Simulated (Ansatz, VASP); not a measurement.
# HfO2 (1T-HfO2, 1 layer): VASP beside Ansatz, part 2 of 2

Wanted: the spread between two codes on one cell, functional and k mesh. Of the first pair: The structure shown is the start of the Ansatz relaxation below; VASP solves that cell, so the two are compared at the walk's first step.

VASP 6.6.1 and Ansatz 0.2.0.

So far: The starting structure; Ansatz: relaxation, PBE; VASP: single point, PBE, start cell, pair 1.

## (4) Side by side

Known differences besides the potentials themselves: the data sets hold 38 valence electrons in Ansatz (on its default PAW (the set named soft_2) files) and 22 in VASP; the cutoff is 420 eV in Ansatz and 520 eV in VASP. Total energies have different zeros and are not compared.

Forces (eV/Å; atoms numbered as in POSCAR):

| atom | Ansatz x, y, z | VASP x, y, z |
| --- | --- | --- |
| O1 | 0.000, 0.000, 4.042 | 0.000, 0.000, 4.189 |
| O2 | 0.000, 0.000, -4.042 | 0.000, 0.000, -4.189 |
| Hf3 | 0.000, 0.000, 0.000 | 0.000, 0.000, 0.000 |

The forces differ by 70 meV/Å r.m.s., which is 3.5 % of the r.m.s. force of 1.975 eV/Å (both taken over all components). With vacuum in the cell, a pressure given here is an average over mostly empty space and none of the material.

## (5) Other set-ups

Further runs change the set-up of one program: Ansatz's method, potentials or start, or VASP's data sets, cutoff or form of LDA. The table gives that difference for each run.

| run | r.m.s. force difference (meV/Å) |
| --- | --- |
| as above | 70 |
| VASP with the data sets O and Hf_sv | 50 |

## (6) Ansatz: relaxation, PBE

This run makes the geometry at which the two programs are then compared.

The structure compared here is the end of the Ansatz relaxation.

Contents of input.yaml:

```yaml
crystal:
  lattice:
    - [3.24, 0.0, 0.0]
    - [-1.62, 2.8059223083, 0.0]
    - [0.0, 0.0, 19.5185908759]
  atoms:
    - { symbol: O, position: [0.6666666667, 0.3333333333, 0.4354822566] }
    - { symbol: Hf, position: [0.0, 0.0, 0.5] }
    - { symbol: O, position: [0.3333333333, 0.6666666667, 0.5645177434] }
kpoints:
  mp_grid: { grid: [12, 12, 1] }
hamiltonian:
  xc: pbe
scf:
  occupations: { method: fermi_dirac, width: 0.05 }
  convergence: { dr2_threshold: 1.0e-08 }
efield:
  axis: 3
  dipole_correction: true
  ramp_position: 0.97
  ramp_width: 0.04
relax:
  f_tol: 0.01
  cell: { fix: [c, alpha, beta] }
output:
  write_potential: true
  write_density: true
  volumetric_format: npy
```

On the command line:

```
ansatz run input.yaml --threads 4 --pin off --max-ram 8192MiB --backend cpu --events-out ev --progress --plain --runs-dir out
```

Numbers of over 12 decimals in the logs are rounded to 6 here.

The log of the run:

```text
[...]
Crystal: 3 atoms, lattice volume = 177.447 Å³
Basis set: ecut = 420 eV, 3521 PW (Γ), exchange–correlation on 48×48×270 points (8 copies of the dense FFT grid, shifted against one another)
[...]
cell:  # Å, volume = 178.7093 Å³
    - [3.251502, 4.2567735354268875e-19, 0]
    - [-1.625751, 2.815884, 0]
    - [0, 0, 19.5185908759]
  atoms:
    - { symbol: O, position: [0.666667, 0.333333, 0.450299] }
    - { symbol: Hf, position: [0, 0, 0.500000] }
    - { symbol: O, position: [0.333333, 0.666667, 0.549702] }
[key lines of the parts left out:]
SCF converged after 5 iterations
Free energy (F): -16860.995544 eV
Fermi energy:    -1.219104 eV
Dipole field:    D = 0.000008 V/Å  (p = 0.000008 e·Å, saw-weighted, corrected)
Work function:   Φ+ = 5.4030 eV   Φ− = 5.4031 eV
P = ⅓ Tr σ = 0.0111 GPa (0.111 kbar)
```

## (7) VASP: single point, PBE, relaxed cell, pair 2

The same cell, functional, mesh and smearing now go to VASP, with its own data sets.

Contents of INCAR:

```
SYSTEM = HfO2
PREC = Accurate
ENCUT = 600
EDIFF = 1E-06
NELM = 120
ISMEAR = -1
SIGMA = 0.05
LREAL = .FALSE.
ALGO = Normal
GGA = PE
NBANDS = 17
LASPH = .TRUE.
LORBIT = 11
LWAVE = .FALSE.
LCHARG = .FALSE.
ISIF = 2
LDIPOL = .TRUE.
IDIPOL = 3
DIPOL = 0.5 0.5 0.5
LVHAR = .TRUE.
GGA_COMPAT = .FALSE.
EFERMI = MIDGAP
NELMDL = -8
KPAR = 2
```

Contents of POSCAR:

```
HfO2
1.0
    3.2515024822      0.0000000000      0.0000000000
   -1.6257512411      2.8158837501      0.0000000000
    0.0000000000      0.0000000000     19.5185908759
O Hf
2 1
Direct
    0.6666666667      0.3333333333      0.4502985390
    0.3333333333      0.6666666667      0.5497014610
    0.0000000000      0.0000000000      0.5000000000
```

Contents of KPOINTS:

```
Automatic mesh
0
Gamma
12 12 1
0 0 0
```

Potentials, in the order of the species: O and Hf_pv (PBE family, release 64).

On the command line:

```
mpirun -np 2 vasp_std
```

The log of the run:

```text
[... set-up lines as in an earlier step ...]
 entering main loop
       N       E                     dE             d eps       ncg     rms          rms(c)
DAV:   1     0.142581259375E+03    0.14258E+03   -0.11342E+04   782   0.112E+03
DAV:   2    -0.166930696923E+02   -0.15927E+03   -0.15485E+03   824   0.242E+02
DAV:   3    -0.351164344977E+02   -0.18423E+02   -0.18356E+02   816   0.814E+01
DAV:   4    -0.354165938944E+02   -0.30016E+00   -0.29950E+00   926   0.114E+01
[...]
DAV:  23    -0.298396110823E+02   -0.12337E-04   -0.57517E-07   716   0.221E-03    0.433E-04
DAV:  24    -0.298396129250E+02   -0.18427E-05   -0.46958E-08   798   0.890E-04    0.669E-04
DAV:  25    -0.298396137160E+02   -0.79103E-06   -0.89029E-09   643   0.407E-04
   1 F= -.29839614E+02 E0= -.29839614E+02  d E =-.191543E-21
```

Parts of OUTCAR (step 7):

```text
  Total       -0.7934967     -0.7934967     -0.4776642     -0.0000000      0.0000000     -0.0000000
  in kB       -7.1139114     -7.1139114     -4.2823880     -0.0000000      0.0000000     -0.0000000
  external PRESSURE =      -6.1700702 kB  Pullay stress =       0.0000000 kB

 POSITION                                       TOTAL-FORCE (eV/Angst)
 -----------------------------------------------------------------------------------
      1.62575      0.93863      8.78919        -0.000000      0.000000      0.201868
     -0.00000      1.87726     10.72940         0.000000     -0.000000     -0.201868
      0.00000      0.00000      9.75930        -0.000000      0.000000      0.000000
 -----------------------------------------------------------------------------------
    total drift:                                0.000000      0.000000      0.000000

  FREE ENERGIE OF THE ION-ELECTRON SYSTEM (eV)
  ---------------------------------------------------
  free  energy   TOTEN  =       -29.8396137160 eV

  energy  without entropy=      -29.8396137160  energy(sigma->0) =      -29.83961372

[... 1 part as in an earlier step ...]

[... 2 further parts left out ...]
[key lines of the parts left out:]
E-fermi :  -3.4185
```

## (8) Side by side

What differs besides the data sets and the points named for the pairs above, as far as they apply: the data sets hold 38 valence electrons in Ansatz (on its default PAW (the set named soft_2) files) and 22 in VASP; the cutoff is 420 eV in Ansatz and 600 eV in VASP; Ansatz's pressure holds a Pulay correction, VASP's none. Total energies have different zeros and are not compared.

Both answers:

| quantity | Ansatz | VASP | difference |
| --- | --- | --- | --- |
| pressure (GPa) | 0.01 | -0.62 | +0.63 |
| gap on the k mesh (eV) | 4.833 | 4.840 | -0.007 |

Forces (eV/Å; atoms numbered as in POSCAR):

| atom | Ansatz x, y, z | VASP x, y, z |
| --- | --- | --- |
| O1 | 0.000, 0.000, 0.001 | 0.000, 0.000, 0.202 |
| O2 | 0.000, 0.000, -0.001 | 0.000, 0.000, -0.202 |
| Hf3 | 0.000, 0.000, 0.000 | 0.000, 0.000, 0.000 |

The forces differ by 94 meV/Å r.m.s., where the r.m.s. force is 0.001 eV/Å in Ansatz and 0.095 eV/Å in VASP: the atoms lie near their places of rest in Ansatz, so a percentage would say little (all taken over all components). A gap on the mesh is an upper bound, since the band edges may lie between its points; neither run holds spin-orbit coupling, which can move the band edges of a compound of Hf. With vacuum in the cell, a pressure given here is an average over mostly empty space and none of the material.

## (9) Ansatz: relaxation, PBE with D3(BJ)

This run makes the geometry at which the two programs are then compared. This pair takes another cell of the material, with 6 atoms against 3 for the pair before.

The structure compared here is the end of the Ansatz relaxation.

input.yaml, the sections that differ from step 6:

```yaml
crystal:
  lattice:
    - [3.24, 0.0, 0.0]
    - [-1.62, 2.8059223083, 0.0]
    - [0.0, 0.0, 25.3371817517]
  atoms:
    - { symbol: O, position: [0.6666666667, 0.3333333333, 0.3354753533] }
    - { symbol: Hf, position: [0.0, 0.0, 0.3851768335] }
    - { symbol: O, position: [0.3333333333, 0.6666666667, 0.4348783138] }
    - { symbol: O, position: [0.6666666667, 0.3333333333, 0.5651216862] }
    - { symbol: Hf, position: [0.0, 0.0, 0.6148231665] }
    - { symbol: O, position: [0.3333333333, 0.6666666667, 0.6645246467] }
hamiltonian:
  xc: pbe
  dispersion: d3bj
# kpoints, scf, efield, relax, output: as in step 6
```

On the command line:

```
ansatz run input.yaml --threads 4 --pin off --max-ram 8192MiB --backend cpu --events-out ev --progress --plain --runs-dir out
```

The log of the run:

```text
[...]
Crystal: 6 atoms, lattice volume = 230.345 Å³
Basis set: ecut = 420 eV, 4585 PW (Γ), exchange–correlation on 48×48×360 points (8 copies of the dense FFT grid, shifted against one another)
[...]
atoms:
    - { symbol: O, position: [0.666667, 0.333333, 0.368696] }
    - { symbol: Hf, position: [-6.354092288735978e-18, 0, 0.407133] }
    - { symbol: O, position: [0.333333, 0.666667, 0.445493] }
    - { symbol: O, position: [0.666667, 0.333333, 0.554507] }
    - { symbol: Hf, position: [6.3540926484971025e-18, 0, 0.592867] }
    - { symbol: O, position: [0.333333, 0.666667, 0.631304] }
[key lines of the parts left out:]
SCF converged after 4 iterations
Free energy (F): -33722.804889 eV
Fermi energy:    1.036743 eV
Dipole field:    D = 0.000001 V/Å  (p = 0.000001 e·Å, saw-weighted, corrected)
Work function:   Φ+ = 5.4532 eV   Φ− = 5.4532 eV
P = ⅓ Tr σ = 0.0085 GPa (0.085 kbar)
```

## (10) VASP: single point, PBE with D3(BJ), relaxed cell

The same cell, functional, mesh and smearing now go to VASP, with its own data sets.

Edit INCAR of step 7 so:

```diff
@@ -10,3 +10,4 @@
 GGA = PE
-NBANDS = 17
+IVDW = 12
+NBANDS = 28
 LASPH = .TRUE.
```

Contents of POSCAR:

```
HfO2
1.0
    3.2407629692      0.0000000000      0.0000000000
   -1.6203814846      2.8065830589      0.0000000000
    0.0000000000      0.0000000000     25.3371817517
O Hf
4 2
Direct
    0.6666666667      0.3333333333      0.3686955728
    0.3333333333      0.6666666667      0.4454931345
    0.6666666667      0.3333333333      0.5545068655
    0.3333333333      0.6666666667      0.6313044272
    0.0000000000      0.0000000000      0.4071327342
    0.0000000000      0.0000000000      0.5928672658
```

KPOINTS is that of step 7.

On the command line:

```
mpirun -np 2 vasp_std
```

The log of the run:

```text
[banner, memory and clock lines left out]
running    2 mpi-ranks, on    1 nodes
[...]
LDA part: xc-table for (Slater+PW92), standard interpolation
 POSCAR, INCAR and KPOINTS ok, starting setup
[...]
entering main loop
       N       E                     dE             d eps       ncg     rms          rms(c)
DAV:   1     0.365477756768E+03    0.36548E+03   -0.23910E+04  1240   0.147E+03
DAV:   2    -0.293989304786E+02   -0.39488E+03   -0.38753E+03  1456   0.342E+02
DAV:   3    -0.696586405310E+02   -0.40260E+02   -0.40018E+02  1208   0.107E+02
DAV:   4    -0.706159547181E+02   -0.95731E+00   -0.95561E+00  1420   0.180E+01
[...]
DAV:  26    -0.596522471612E+02   -0.11966E-05   -0.22755E-08   668   0.577E-04    0.334E-04
DAV:  27    -0.596522485300E+02   -0.13688E-05   -0.19482E-08   668   0.612E-04    0.177E-04
DAV:  28    -0.596522487759E+02   -0.24595E-06   -0.42147E-09   592   0.273E-04
   1 F= -.60498748E+02 E0= -.60498748E+02  d E =-.905706E-21
```

From OUTCAR (step 10):

```text
 Edisp (eV)   -0.84650

  Total      -1.60131    -1.60131    -0.96168     0.00000     0.00000     0.00000
  in kB     -11.13275   -11.13275    -6.68587     0.00000     0.00000     0.00000
  external pressure =       -9.65 kB  Pullay stress =        0.00 kB

 POSITION                                       TOTAL-FORCE (eV/Angst)
 -----------------------------------------------------------------------------------
      1.62038      0.93553      9.34171        -0.000000      0.000000      0.203435
     -0.00000      1.87106     11.28754         0.000000     -0.000000     -0.203063
      1.62038      0.93553     14.04964        -0.000000      0.000000      0.203063
     -0.00000      1.87106     15.99548         0.000000     -0.000000     -0.203435
      0.00000      0.00000     10.31560         0.000000      0.000000     -0.001511
      0.00000      0.00000     15.02159         0.000000     -0.000000      0.001511
 -----------------------------------------------------------------------------------
    total drift:                                0.000000     -0.000000      0.000000

  FREE ENERGIE OF THE ION-ELECTRON SYSTEM (eV)
  ---------------------------------------------------
  free  energy   TOTEN  =       -60.4987476680 eV

  energy  without entropy=      -60.4987476680  energy(sigma->0) =      -60.49874767

[... 3 further parts left out ...]
[key lines of the parts left out:]
E-fermi :  -2.3601
```

## (11) Side by side

What differs besides the data sets and the points named for the pairs above, as far as they apply: the data sets hold 76 valence electrons in Ansatz (on its default PAW (the set named soft_2) files) and 44 in VASP. Total energies have different zeros and are not compared.

Compared:

| quantity | Ansatz | VASP | difference |
| --- | --- | --- | --- |
| pressure (GPa) | 0.01 | -0.97 | +0.97 |
| gap on the k mesh (eV) | 4.700 | 4.712 | -0.012 |

Forces (eV/Å; atoms numbered as in POSCAR):

| atom | Ansatz x, y, z | VASP x, y, z |
| --- | --- | --- |
| O1 | 0.000, 0.000, 0.000 | 0.000, 0.000, 0.203 |
| O2 | 0.000, 0.000, 0.000 | 0.000, 0.000, -0.203 |
| O3 | 0.000, 0.000, 0.000 | 0.000, 0.000, 0.203 |
| O4 | 0.000, 0.000, 0.000 | 0.000, 0.000, -0.203 |
| Hf5 | 0.000, 0.000, 0.000 | 0.000, 0.000, -0.002 |
| Hf6 | 0.000, 0.000, 0.000 | 0.000, 0.000, 0.002 |

The forces differ by 96 meV/Å r.m.s., where the r.m.s. force is 0.000 eV/Å in Ansatz and 0.096 eV/Å in VASP: the atoms lie near their places of rest in Ansatz, so a percentage would say little (all taken over all components). A gap on the mesh is an upper bound, since the band edges may lie between its points; neither run holds spin-orbit coupling, which can move the band edges of a compound of Hf. With vacuum in the cell, a pressure given here is an average over mostly empty space and none of the material.

## (12) Results

```
r.m.s. force difference (single point, PBE, start cell, pair 1)       : 3.5 % of the r.m.s. force
r.m.s. force difference (single point, PBE, relaxed cell, pair 2)     : 94 meV/Å
difference in pressure (single point, PBE, relaxed cell, pair 2)      : 0.63 GPa
r.m.s. force difference (single point, PBE with D3(BJ), relaxed cell) : 96 meV/Å
difference in pressure (single point, PBE with D3(BJ), relaxed cell)  : 0.97 GPa
```

**Reading.** The r.m.s. force difference is 96 meV/Å (single point, PBE with D3(BJ), relaxed cell), beyond the 12 meV/Å picked in this series as the mark of a large difference. The data sets hold unlike numbers of valence electrons (38 in Ansatz and 22 in VASP and 76 in Ansatz and 44 in VASP), so part of the differences comes from the potentials. Single point, PBE, start cell, pair 1, VASP with the data sets O and Hf_sv: r.m.s. force difference goes from 70 to 50 meV/Å. What causes the difference of the single point, PBE, relaxed cell, pair 2 pair stays open here. What causes the difference of the single point, PBE with D3(BJ), relaxed cell pair stays open here. 3 further runs of this series are not shown here. How closely two codes agree says nothing of how well the functional describes the real material.

[Lines on the potential files, build, host, timing and source positions are cut from VASP's logs without a mark.]

[Logs are printed without paths, hosts, clocks, repeated set-up lines and the standing remarks that a program may print on its own settings, such as how far it seeks lower states.]

[Hosts, paths, dates, database ids (printed as entryN), source tags and the programs' standing remarks are cut or masked in the printed files.]
